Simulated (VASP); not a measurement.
# TaN (F-43m) in VASP: a series of runs, part 2 of 2

VASP 6.6.1. Earlier steps stand in the parts before.

### 3 Single point, PBEsol+U, collinear spin, ferromagnetic start

File INCAR:

```
PREC     = Accurate       # precision mode
ENCUT    = 520            # plane-wave cutoff, eV
EDIFF    = 1E-6           # SCF threshold, eV
ISMEAR   = 0              # smearing method
SIGMA    = 0.05           # smearing width, eV
LREAL    = F              # projectors in reciprocal space
LASPH    = T              # aspherical terms in the spheres
NELM     = 60             # most SCF steps
ALGO     = Normal         # electronic algorithm
ISIF     = 2              # what is computed and relaxed
LWAVE    = F              # write WAVECAR
LCHARG   = F              # write CHGCAR
ISPIN    = 2              # spin polarisation
MAGMOM   = 0.5 0          # initial moments
LORBIT   = 11             # projections on sites
LMAXMIX  = 4              # l up to which the mixer works
LDAU     = T              # DFT+U
LDAUTYPE = 2            
LDAUL    = 2 -1           # shell
LDAUU    = 4 0            # U, eV
LDAUJ    = 0 0          
LDAUPRINT= 1            
GGA      = PS             # functional
```

File KPOINTS:

```
regular mesh
0
Gamma
  7 7 7
```

File POSCAR:

```
TaN
1.0
    0.0000000000      2.4911437700      2.4911437700
    2.4911437700      0.0000000000      2.4911437700
    2.4911437700      2.4911437700      0.0000000000
Ta N
1 1
Direct
    0.0000000000      0.0000000000      0.0000000000
    0.2500000000      0.2500000000      0.2500000000
```

Potentials or basis: VASP PAW PBE potentials, release 64 (Ta_pv, N).

Started as:

```sh
cat potpaw_PBE.64/Ta_pv/POTCAR potpaw_PBE.64/N/POTCAR > POTCAR
mpirun -np 1 vasp_std > vasp.out
```

OUTCAR:

```text
PREC = Accurate
   ENCUT = 520
   EDIFF = 1E-6
   ISMEAR = 0
   LREAL = F
   LASPH = T
   NELM = 60
   ISIF = 2
   ISPIN = 2
   LORBIT = 11
   GGA = PS

 ion  position               nearest neighbor table
   1  0.000  0.000  0.000-   2 2.16   2 2.16   2 2.16   2 2.16
   2  0.250  0.250  0.250-   1 2.16   1 2.16   1 2.16   1 2.16

  LATTYP: Found a face centered cubic cell.
 ALAT       =     4.9822875400

  Lattice vectors:

 A1 = (   0.0000000000,   2.4911437700,   2.4911437700)
 A2 = (   2.4911437700,   0.0000000000,   2.4911437700)
 A3 = (   2.4911437700,   2.4911437700,   0.0000000000)

Analysis of symmetry for initial positions (statically):
=====================================================================
 Subroutine PRICEL returns:
 Original cell was already a primitive cell.

 Routine SETGRP: Setting up the symmetry group for a
 face centered cubic supercell.

 Subroutine GETGRP returns: Found 24 space group operations
 (whereof 24 operations were pure point group operations)
 out of a pool of 48 trial point group operations.

The static configuration has the point symmetry T_d .

Analysis of symmetry for dynamics (positions and initial velocities):
=====================================================================
 Subroutine PRICEL returns:
 Original cell was already a primitive cell.

 Routine SETGRP: Setting up the symmetry group for a
 face centered cubic supercell.

 Subroutine GETGRP returns: Found 24 space group operations
 (whereof 24 operations were pure point group operations)
 out of a pool of 48 trial point group operations.

The dynamic configuration has the point symmetry T_d .

Analysis of structural, dynamic, and magnetic symmetry:
=====================================================================
 Subroutine PRICEL returns:
 Original cell was already a primitive cell.

 Routine SETGRP: Setting up the symmetry group for a
 face centered cubic supercell.

 Subroutine GETGRP returns: Found 24 space group operations
 (whereof 24 operations were pure point group operations)
 out of a pool of 48 trial point group operations.

The overall configuration has the point symmetry T_d .

 Subroutine INISYM returns: Found 24 space group operations
 (whereof 24 operations are pure point group operations),
 and found     1 'primitive' translations

----------------------------------------------------------------------------------------

                                     Primitive cell

  volume of cell :      30.9191

  direct lattice vectors                    reciprocal lattice vectors
     0.000000000  2.491143770  2.491143770    -0.200711017  0.200711017  0.200711017
     2.491143770  0.000000000  2.491143770     0.200711017 -0.200711017  0.200711017
     2.491143770  2.491143770  0.000000000     0.200711017  0.200711017 -0.200711017

  length of vectors
     3.523009305  3.523009305  3.523009305     0.347641679  0.347641679  0.347641679

  position of ions in fractional coordinates (direct lattice)
     0.000000000  0.000000000  0.000000000
     0.250000000  0.250000000  0.250000000

  ion indices of the primitive-cell ions
[... 141 lines left out ...]
  o =  0.2451  v =  0.0000  0.3030  0.0000 -0.9530 -0.0000  0.0000  0.0000  0.0000  0.0000  0.0000      0.0000  0.0000  0.0000  0.0000  0.0000  0.0000  0.0000  0.0000  0.0000  0.0000
  o =  0.2451  v =  0.0000  0.9530  0.0000  0.3030  0.0000  0.0000  0.0000  0.0000  0.0000  0.0000      0.0000  0.0000  0.0000  0.0000  0.0000  0.0000  0.0000  0.0000  0.0000  0.0000
  o =  0.2451  v =  1.0000  0.0000  0.0000  0.0000  0.0000  0.0000  0.0000  0.0000  0.0000  0.0000      0.0000  0.0000  0.0000  0.0000  0.0000  0.0000  0.0000  0.0000  0.0000  0.0000
  o =  0.2455  v =  0.0000  0.0000  0.0000  0.0000  0.0000  0.0000  0.8395 -0.0000  0.5434 -0.0000      0.0000  0.0000  0.0000  0.0000  0.0000  0.0000  0.0000  0.0000  0.0000  0.0000
  o =  0.2455  v =  0.0000  0.0000  0.0000  0.0000  0.0000  0.0000 -0.5434  0.0000  0.8395  0.0000      0.0000  0.0000  0.0000  0.0000  0.0000  0.0000  0.0000  0.0000  0.0000  0.0000
  o =  0.2455  v =  0.0000  0.0000  0.0000  0.0000  0.0000  1.0000  0.0000  0.0000  0.0000  0.0000      0.0000  0.0000  0.0000  0.0000  0.0000  0.0000  0.0000  0.0000  0.0000  0.0000

 number of electron      15.9999998 magnetization      -0.0036470

 Free energy of the ion-electron system (eV)
  ---------------------------------------------------
  ext. energy  EPLUGINS =         0.00000000
  ---------------------------------------------------
  free energy    TOTEN  =       -18.85918647 eV

  energy without entropy =      -18.85664099  energy(sigma->0) =      -18.85791373

 E-fermi :   5.9657     XC(G=0): -11.4442

 val. band max:        5.8340373678   @ k =  -0.2857   0.1429   0.0000
 cond. band min:       5.9820276051   @ k =  -0.2857   0.4286   0.1429
 fundamental gap:      0.1479902373
 Fermi energy:         5.9657068469

 spin component 1

 k-point     1 :       0.0000    0.0000    0.0000
  band No.  band energies     occupation
      1     -31.0318      1.00000
      2     -31.0318      1.00000
      3     -31.0318      1.00000
      4     -10.9623      1.00000
      5      -0.3210      1.00000
      6      -0.3210      1.00000
      7      -0.3210      1.00000
      8       4.1366      1.00000
      9       6.5402      0.00000
     10       6.5402      0.00000
     11      10.6610      0.00000
     12      10.6610      0.00000
[... 271 lines left out ...]
 k-point    20 :      -0.2857    0.4286    0.1429
  band No.  band energies     occupation
      1     -31.2095      1.00000
      2     -31.1609      1.00000
      3     -31.1036      1.00000
      4      -9.6708      1.00000
      5      -0.6944      1.00000
      6      -0.0563      1.00000
      7       1.1430      1.00000
      8       3.6153      1.00000
      9       5.9856      0.28675
     10       7.4194      0.00000
     11       8.9661      0.00000
     12       9.9425      0.00000
 Fermi energy:         5.9657068469

 spin component 2

 k-point     1 :       0.0000    0.0000    0.0000
  band No.  band energies     occupation
      1     -31.0343      1.00000
      2     -31.0343      1.00000
      3     -31.0343      1.00000
      4     -10.9628      1.00000
      5      -0.3223      1.00000
      6      -0.3223      1.00000
      7      -0.3223      1.00000
      8       4.1353      1.00000
      9       6.5351      0.00000
     10       6.5351      0.00000
     11      10.6588      0.00000
     12      10.6588      0.00000
[... 271 lines left out ...]
 k-point    20 :      -0.2857    0.4286    0.1429
  band No.  band energies     occupation
      1     -31.2119      1.00000
      2     -31.1634      1.00000
      3     -31.1060      1.00000
      4      -9.6711      1.00000
      5      -0.6959      1.00000
      6      -0.0574      1.00000
      7       1.1422      1.00000
      8       3.6130      1.00000
      9       5.9820      0.32218
     10       7.4148      0.00000
     11       8.9625      0.00000
     12       9.9389      0.00000

------------------------ aborting loop because EDIFF is reached ----------------------------------------

  FORCE on cell =-STRESS in cart. coord.  units (eV):
  Direction    XX          YY          ZZ          XY          YZ          ZX
  --------------------------------------------------------------------------------------
  -------------------------------------------------------------------------------------
  Total       -4.7335735     -4.7335735     -4.7335735      0.0000000      0.0000000      0.0000000
  in kB     -245.2863261   -245.2863261   -245.2863261      0.0000000      0.0000000      0.0000000
  external PRESSURE =    -245.2863261 kB  Pullay stress =       0.0000000 kB

 VOLUME and BASIS-vectors are now :
 -----------------------------------------------------------------------------
  energy-cutoff  :      520.00
  volume of cell :       30.92
      direct lattice vectors                 reciprocal lattice vectors
     0.000000000  2.491143770  2.491143770    -0.200711017  0.200711017  0.200711017
     2.491143770  0.000000000  2.491143770     0.200711017 -0.200711017  0.200711017
     2.491143770  2.491143770  0.000000000     0.200711017  0.200711017 -0.200711017

 POSITION                                       TOTAL-FORCE (eV/Angst)
 -----------------------------------------------------------------------------------
      0.00000      0.00000      0.00000        -0.000000     -0.000000      0.000000
      1.24557      1.24557      1.24557         0.000000      0.000000     -0.000000
 -----------------------------------------------------------------------------------
    total drift:                               -0.000000     -0.000000     -0.000000

  FREE ENERGIE OF THE ION-ELECTRON SYSTEM (eV)
  ---------------------------------------------------
  free  energy   TOTEN  =       -18.8591864663 eV

  energy  without entropy=      -18.8566409909  energy(sigma->0) =      -18.85791373

 total charge

# of ion       s       p       d       tot
------------------------------------------
    1        0.296   6.184   2.038   8.518
    2        1.242   2.442   0.000   3.684
--------------------------------------------------
tot          1.538   8.626   2.038  12.201

 magnetization (x)

# of ion       s       p       d       tot
------------------------------------------
    1       -0.000  -0.000  -0.003  -0.003
    2        0.000   0.000   0.000   0.000
--------------------------------------------------
tot         -0.000   0.000  -0.003  -0.003
```

It took 9.7 s on 1 thread of Intel Xeon 6975P-C (Granite Rapids), shared host; peak memory 0.17 GiB.

Results:

| Item | Value |
| --- | --- |
| Free energy | -18.8592 eV |
| Pressure | -24.5 GPa |
| Band gap on the k mesh | none (metal or under the smearing width) |
| Net moment | 0.00 μB per cell |
| Valence electrons inside the program's atomic spheres | Ta 8.52; N 3.68 |

Levels at points of the mesh, in eV from the Fermi level:
Spin up:
```csv
k point,band 6,band 7,band 8,band 9,band 10,band 11
"(0.00, 0.00, 0.00)",-6.29,-6.29,-1.83,0.57,0.57,4.70
```
Spin down:
| k point | band 4 | band 5 | band 6 | band 7 | band 8 | band 9 | band 10 | band 11 | band 12 |
| --- | --- | --- | --- | --- | --- | --- | --- | --- | --- |
| (0.00, 0.00, 0.00) | -16.93 | -6.29 | -6.29 | -6.29 | -1.83 | 0.57 | 0.57 | 4.69 | 4.69 |

Eigenvalues of the final occupation matrices:
| site | spin | trace | eigenvalues |
| --- | --- | --- | --- |
| site 1 d | 1 | 1.04 | 0.15 0.15 0.25 0.25 0.25 |
| site 1 d | 2 | 1.04 | 0.15 0.15 0.25 0.25 0.25 |

Caveat: the PAW data sets were made with another functional, which shifts forces and pressure a little.

### 4 Single point, PBEsol+U, collinear spin, ferromagnetic start

File INCAR:

```
PREC = Accurate
ENCUT = 520
EDIFF = 1E-6
ISMEAR = 0
SIGMA = 0.05
LREAL = False
LASPH = True
NELM = 100
ALGO = Fast
ISIF = 2
LWAVE = False
LCHARG = False
ISPIN = 2
MAGMOM = 0.5 0
LORBIT = 11
LMAXMIX = 4
LDAU = True
LDAUTYPE = 2
LDAUL = 2 -1
LDAUU = 4 0
LDAUJ = 0 0
LDAUPRINT = 1
GGA = PS
```

File KPOINTS:

```
Automatic mesh
0
Gamma
  7 7 7
```

POSCAR is that of step 3.

Started as:

```sh
cat potpaw_PBE.64/Ta_pv/POTCAR potpaw_PBE.64/N/POTCAR > POTCAR
mpirun -np 1 vasp_std > vasp.out
```

Wall time 14 s (1 thread of Intel Xeon 6975P-C (Granite Rapids), shared host); peak memory 0.17 GiB.

Results (log left out):

```
Free energy                                           : -18.8592 eV
Pressure                                              : -24.5 GPa
Band gap on the k mesh                                : none (metal or under the smearing width)
Net moment                                            : 0.03 μB per cell
Site moments                                          : Ta +0.03; N -0.00 μB
Valence electrons inside the program's atomic spheres : Ta 8.52; N 3.68
```

Levels at points of the mesh, in eV from the Fermi level:
Spin up:
| k point | band 6 | band 7 | band 8 | band 9 | band 10 | band 11 |
| --- | --- | --- | --- | --- | --- | --- |
| (0.00, 0.00, 0.00) | -6.29 | -6.29 | -1.83 | 0.55 | 0.55 | 4.69 |
Spin down:
| k point | band 4 | band 5 | band 6 | band 7 | band 8 | band 9 | band 10 | band 11 | band 12 |
| --- | --- | --- | --- | --- | --- | --- | --- | --- | --- |
| (0.00, 0.00, 0.00) | -16.92 | -6.28 | -6.28 | -6.28 | -1.82 | 0.60 | 0.60 | 4.71 | 4.71 |

Eigenvalues of the final occupation matrices:
```tsv
site	spin	trace	eigenvalues
site 1 d	1	1.05	0.15 0.15 0.25 0.25 0.25
site 1 d	2	1.02	0.15 0.15 0.24 0.24 0.24
```

Caveat: the PAW data sets were made with another functional, which shifts forces and pressure a little.

### 5 Single point, PBEsol+U, collinear spin, random start

File INCAR:

```
SYSTEM = TaN
PREC = Accurate ; ENCUT = 520
EDIFF = 1E-6 ; ISMEAR = 0
SIGMA = 0.05 ; LREAL = .False.
LASPH = .True. ; NELM = 80
ALGO = Normal ; ISIF = 2
LWAVE = .False. ; LCHARG = .False.
ISPIN = 2 ; MAGMOM = 0.42 0
LORBIT = 11 ; LMAXMIX = 4
LDAU = .True. ; LDAUTYPE = 2
LDAUL = 2 -1 ; LDAUU = 4 0
LDAUJ = 0 0 ; LDAUPRINT = 1
GGA = PS
```

File KPOINTS:

```
regular mesh
0
Gamma
  7 7 7
  0 0 0
```

POSCAR is that of step 4.

Potentials or basis: VASP PAW PBE potentials, release 64 (Ta_pv, N).

Started as:

```sh
cat potpaw_PBE.64/Ta_pv/POTCAR potpaw_PBE.64/N/POTCAR > POTCAR
mpirun -np 1 vasp_std > vasp.out
```

OUTCAR:

```text
SYSTEM = TaN
   PREC = Accurate
   ENCUT = 520
   EDIFF = 1E-6
   ISMEAR = 0
   LREAL = .False.
   LASPH = .True.
   NELM = 80
   ISIF = 2
   ISPIN = 2
   LORBIT = 11
   GGA = PS

 ion  position               nearest neighbor table
   1  0.000  0.000  0.000-   2 2.16   2 2.16   2 2.16   2 2.16
   2  0.250  0.250  0.250-   1 2.16   1 2.16   1 2.16   1 2.16

  LATTYP: Found a face centered cubic cell.
 ALAT       =     4.9822875400

  Lattice vectors:

 A1 = (   0.0000000000,   2.4911437700,   2.4911437700)
 A2 = (   2.4911437700,   0.0000000000,   2.4911437700)
 A3 = (   2.4911437700,   2.4911437700,   0.0000000000)

Analysis of symmetry for initial positions (statically):
=====================================================================
 Subroutine PRICEL returns:
 Original cell was already a primitive cell.

 Routine SETGRP: Setting up the symmetry group for a
 face centered cubic supercell.

[... 821 lines left out ...]
      7       1.1426      1.00000
      8       3.6141      1.00000
      9       5.9838      0.30495
     10       7.4171      0.00000
     11       8.9642      0.00000
     12       9.9406      0.00000

------------------------ aborting loop because EDIFF is reached ----------------------------------------

  FORCE on cell =-STRESS in cart. coord.  units (eV):
  Direction    XX          YY          ZZ          XY          YZ          ZX
  --------------------------------------------------------------------------------------
  -------------------------------------------------------------------------------------
  Total       -4.7333852     -4.7333852     -4.7333852     -0.0000000     -0.0000000      0.0000000
  in kB     -245.2765643   -245.2765643   -245.2765643     -0.0000000     -0.0000000      0.0000000
  external PRESSURE =    -245.2765643 kB  Pullay stress =       0.0000000 kB

 VOLUME and BASIS-vectors are now :
 -----------------------------------------------------------------------------
  energy-cutoff  :      520.00
  volume of cell :       30.92
      direct lattice vectors                 reciprocal lattice vectors
     0.000000000  2.491143770  2.491143770    -0.200711017  0.200711017  0.200711017
     2.491143770  0.000000000  2.491143770     0.200711017 -0.200711017  0.200711017
     2.491143770  2.491143770  0.000000000     0.200711017  0.200711017 -0.200711017

 POSITION                                       TOTAL-FORCE (eV/Angst)
 -----------------------------------------------------------------------------------
      0.00000      0.00000      0.00000         0.000000      0.000000      0.000000
      1.24557      1.24557      1.24557        -0.000000     -0.000000     -0.000000
 -----------------------------------------------------------------------------------
    total drift:                               -0.000000     -0.000000     -0.000000

  FREE ENERGIE OF THE ION-ELECTRON SYSTEM (eV)
  ---------------------------------------------------
  free  energy   TOTEN  =       -18.8591860956 eV

  energy  without entropy=      -18.8566377437  energy(sigma->0) =      -18.85791192

 total charge

# of ion       s       p       d       tot
------------------------------------------
    1        0.296   6.184   2.037   8.518
    2        1.242   2.442   0.000   3.684
--------------------------------------------------
tot          1.538   8.626   2.037  12.201

 magnetization (x)

# of ion       s       p       d       tot
------------------------------------------
    1       -0.000  -0.000  -0.000  -0.000
    2       -0.000   0.000   0.000   0.000
--------------------------------------------------
tot         -0.000   0.000  -0.000  -0.000
```

OSZICAR:

```text
N       E                     dE             d eps       ncg     rms          rms(c)
DAV:   1     0.984689313049E+02    0.98469E+02   -0.85893E+03   960   0.125E+03
DAV:   2    -0.179371758789E+02   -0.11641E+03   -0.11119E+03  1124   0.323E+02
DAV:   3    -0.228859010756E+02   -0.49487E+01   -0.48507E+01  1188   0.633E+01
DAV:   4    -0.229616153164E+02   -0.75714E-01   -0.75555E-01  1096   0.783E+00
DAV:   5    -0.229631877251E+02   -0.15724E-02   -0.15714E-02  1264   0.882E-01    0.188E+01
DAV:   6    -0.192052925504E+02    0.37579E+01   -0.21300E+01  1140   0.384E+01    0.715E+00
DAV:   7    -0.189081256965E+02    0.29717E+00   -0.13514E+00  1104   0.879E+00    0.459E+00
DAV:   8    -0.188673524273E+02    0.40773E-01   -0.27116E-01  1116   0.465E+00    0.677E-01
DAV:   9    -0.188598741124E+02    0.74783E-02   -0.44564E-02  1144   0.147E+00    0.323E-01
DAV:  10    -0.188593174398E+02    0.55667E-03   -0.18046E-03  1104   0.443E-01    0.138E-01
DAV:  11    -0.188592581842E+02    0.59256E-04   -0.10679E-03  1188   0.291E-01    0.630E-02
DAV:  12    -0.188591957792E+02    0.62405E-04   -0.89598E-05  1160   0.864E-02    0.301E-02
DAV:  13    -0.188591869099E+02    0.88694E-05   -0.21959E-05  1256   0.340E-02    0.874E-03
DAV:  14    -0.188591860956E+02    0.81428E-06   -0.16469E-06   772   0.126E-02
   1 F= -.18859186E+02 E0= -.18857912E+02  d E =-.254835E-02  mag=    -0.0001
```

It took 9.9 s on 1 thread of Intel Xeon 6975P-C (Granite Rapids), shared host; peak memory 0.18 GiB.

Results:

```
Free energy                                           : -18.8592 eV
Pressure                                              : -24.5 GPa
Band gap on the k mesh                                : none (metal or under the smearing width)
Net moment                                            : 0.00 μB per cell
Valence electrons inside the program's atomic spheres : Ta 8.52; N 3.68
```

Levels at points of the mesh, in eV from the Fermi level:
Spin up:
```tsv
k point	band 5	band 6	band 7	band 8	band 9	band 10	band 11	band 12
(0.00, 0.00, 0.00)	-6.29	-6.29	-6.29	-1.83	0.57	0.57	4.69	4.69
```
Spin down:
| k point | band 4 | band 5 | band 6 | band 7 | band 8 | band 9 | band 10 | band 11 | band 12 |
| --- | --- | --- | --- | --- | --- | --- | --- | --- | --- |
| (0.00, 0.00, 0.00) | -16.93 | -6.29 | -6.29 | -6.29 | -1.83 | 0.57 | 0.57 | 4.69 | 4.69 |

Eigenvalues of the final occupation matrices:
| site | spin | trace | eigenvalues |
| --- | --- | --- | --- |
| site 1 d | 1 | 1.04 | 0.15 0.15 0.25 0.25 0.25 |
| site 1 d | 2 | 1.04 | 0.15 0.15 0.25 0.25 0.25 |

Caveat: the PAW data sets were made with another functional, which shifts forces and pressure a little.

### 6 Overview

| spin | further INCAR settings | gap on the mesh (eV) | pressure (GPa) | moment (μB) |
| --- | --- | --- | --- | --- |
| collinear, ferromagnetic start | ALGO = Normal; EDIFF = 1e-07 | none | -24.5 | 0.01 |
| collinear, ferromagnetic start | ALGO = Normal; EDIFF = 1e-06 | none | -24.5 | 0.00 |
| collinear, ferromagnetic start | ALGO = Fast; EDIFF = 1e-06 | none | -24.5 | 0.03 |
| collinear, random start | ALGO = Normal; EDIFF = 1e-06 | none | -24.5 | 0.00 |

Alike in all rows: task single point; level PBEsol+U; potentials or basis VASP PAW PBE potentials, release 64 (Ta_pv, N); Ta d U = 4 eV; cell as given; k mesh 7 × 7 × 7; cutoff (eV) 520; smearing gaussian 0.05 eV.

Every run on the cell as given and a fine mesh finds a metal.

Caveats: the PAW data sets were made with another functional, which shifts forces and pressure a little.

Total energies depend on the potentials used, so only differences within one code and one set of settings carry meaning.
